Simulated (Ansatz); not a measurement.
Runs of Ansatz 0.2.0 on Lu. Symmetry: Im-3m, No. 229, cubic system. The conventional cell has a = 3.908 Å, b = 3.908 Å, c = 3.908 Å, α = 90.00°, β = 90.00°, γ = 90.00°. Lu (site symmetry m-3m) has 8 Lu at 3.38 Å as nearest neighbours. This isn't the form of Lu at room conditions, which is hcp.

```csv
task,level,cell,k mesh,cutoff (eV),smearing,gap on the mesh (eV),pressure (GPa),relaxed volume (Å³/atom)
relaxation of cell and atoms,BLYP,relaxed,10 × 10 × 10,420,fermi-dirac 0.05 eV,none,0.0,30.16
relaxation of cell and atoms,r2SCAN,relaxed,10 × 10 × 10,500,fermi-dirac 0.05 eV,none,0.0,29.49
relaxation of cell and atoms,r2SCAN+D4,relaxed,10 × 10 × 10,500,fermi-dirac 0.05 eV,none,0.0,29.30
density of states,r2SCAN0,as given,7 × 7 × 7,500,cold 0.01 eV,none,-,-
relaxation of cell and atoms,r2SCAN+D3(BJ)+ATM,relaxed,10 × 10 × 10,500,fermi-dirac 0.05 eV,none,0.0,(a)
```

Alike in all rows: potentials or basis Ansatz PAW; no spin polarisation.

Fill in the values left out.

(a) 29.06.

Caveats: the PAW data sets come from PBE, with cores solved anew for the run's functional, which leaves a small shift of forces and pressure; the plane-wave basis is chosen anew once the cell has moved, so the energies of steps on either side of that aren't comparable (some runs); pairwise dispersion overbinds metals, which lowers pressure and volume (some runs); the potentials were made for another functional, which shifts forces and pressure (some runs); the density of states is complete only up to the lowest level of the last band computed (some runs).

A k mesh can miss the band edges, and the runs leave out spin-orbit coupling on Lu.

A gap of «none» marks a metal or a gap under the smearing width.

Not every run made on this cell is shown here.
